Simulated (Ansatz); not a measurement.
## C: work and stress of cleavage

All numbers below come from DFT PBE, scalar-relativistic, plane waves, PAW (Ansatz). Settings: plane waves to 420 eV, k-mesh 10×10×2 (Γ-centred), Gaussian smearing 0.05 eV. No spin polarisation. Energies are free energies at this smearing, counted from the undisturbed cell; pressure is positive in compression.

The starting cell (relaxed at this level):

```
CELL_PARAMETERS angstrom
-2.51802 0.00000 0.00000
-1.25901 -2.18067 0.00000
0.00000 0.00000 16.60918
ATOMIC_POSITIONS crystal
C 0.00000 0.00000 0.67148
C 0.00000 0.00000 0.17148
C 0.00000 0.00000 0.92148
C 0.00000 0.00000 0.42148
C 0.00000 0.00000 0.82852
C 0.00000 0.00000 0.32852
C 0.00000 0.00000 0.07852
C 0.00000 0.00000 0.57852
C 0.33333 0.33333 0.70276
C 0.33333 0.33333 0.20276
C 0.66667 0.66667 0.95276
C 0.66667 0.66667 0.45276
C 0.33333 0.33333 0.79724
C 0.33333 0.33333 0.29724
C 0.66667 0.66667 0.04724
C 0.66667 0.66667 0.54724
```

The cut lies on the cell's a–b face, a (0 0 1) plane (indices in the standard cell, whose axes needn't be the Cartesian ones shown) of area 5.49 Å², between layers 1.57 Å apart. Vector c is lengthened by d along the normal with the atoms' Cartesian places fixed: one unrelaxed cut a cell. The traction is positive where the two halves pull on each other.

```csv
d (Å),energy (J/m²),traction (GPa)
-0.30,5.42,-474.1
-0.15,1.00,-153.1
0.00,0.00,0.0
0.25,1.40,90.0
0.50,3.88,102.2
0.75,6.32,91.4
1.00,8.41,75.7
1.50,11.41,45.5
2.00,13.13,25.0
3.00,14.42,4.2
6.00,14.59,0.0
```

What are the work of separation and the cleavage stress, and do they fit the universal binding curve?

The energy levels off near W ≈ 14.59 J/m² (the traction is down to 0.0 GPa), the energy of the two unrelaxed faces, 7.30 J/m² each on average. The largest sampled traction is 102.2 GPa at d = 0.50 Å, and a parabola through it and its two neighbours peaks at σ_max ≈ 102.2 GPa, d ≈ 0.51 Å. The curve E = W[1 − (1 + d/ℓ)exp(−d/ℓ)] peaks in traction at d = ℓ with σ_max = W/(eℓ); with 1 J/m² per Å = 10 GPa this W and σ_max give ℓ = 0.53 Å. A parabola through that curve at the same three d peaks at 0.56 Å, against 0.51 Å here, a fair fit. The opened faces are metallic here, and spin polarisation, left out, could lower W. Real crystals break at far lower stress, because cracks concentrate it, and on the plane of lowest W, which needn't be this one.

The cut is rigid; relaxing the faces lowers these energies and usually the stresses.

The gap closes along the scan, which can put kinks into the curve.

Cost: 11 runs of about 2 core-minutes in all, on Intel Xeon Platinum 8488C (Sapphire Rapids) (shared hosts).